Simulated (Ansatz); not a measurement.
Start of a relaxation, Ge put at a hollow Ge-Ge-Ge site (Ge, Fd-3m (No. 227), (1 1 0) face):

```xyz
9
Lattice="4.0134 0.0000 0.0000 0.0000 5.6758 0.0000 0.0000 0.0000 25.0201" Properties=species:S:1:pos:R:3 pbc="T T T"
Ge    2.0067    0.0000    8.5000
Ge    0.0000    1.4189    8.5000
Ge    0.0000    2.8379   10.5067
Ge    2.0067    4.2568   10.5067
Ge    2.0067   -0.0067   12.5716
Ge    0.0000    1.4256   12.5716
Ge    0.0000    2.8537   14.5596
Ge    2.0067    4.2410   14.5596
Ge    0.0000   -0.0053   14.4996
```

All numbers below come from Ansatz, DFT PBEsol, scalar-relativistic, plane waves, PAW. Plane waves to 420 eV, a k mesh through Γ of 7×5×1 on the computed 9-atom cell and Gaussian smearing (0.10 eV); no spin polarisation. A dipole correction removes the field between periodic images along c.

Atoms 1, 2, 3, 4 (counted from 1) are held. The cell is fixed. Force threshold 0.03 eV/Å.

Q: Where does it end?

A: The energy falls by 0.982 eV in 8 steps, to:

```
CELL_PARAMETERS angstrom
4.01337 0.00000 0.00000
0.00000 5.67576 0.00000
0.00000 0.00000 25.02005
ATOMIC_POSITIONS crystal
Ge 0.50000 0.00000 0.33973
Ge 0.00000 0.25000 0.33973
Ge 0.00000 0.50000 0.41993
Ge 0.50000 0.75000 0.41993
Ge 0.50000 0.99987 0.50102
Ge 0.00000 0.25559 0.50382
Ge 0.00000 0.50461 0.59128
Ge 0.50000 0.78781 0.59058
Ge 0.00000 0.07053 0.60831
```

The end is the local minimum or symmetric point that this start leads to. The slab is only 6.0 Å thick, so the energy isn't converged with thickness.

Cost: 1 run of about 6.8 core-minutes, on Arm Neoverse V2 (shared hosts).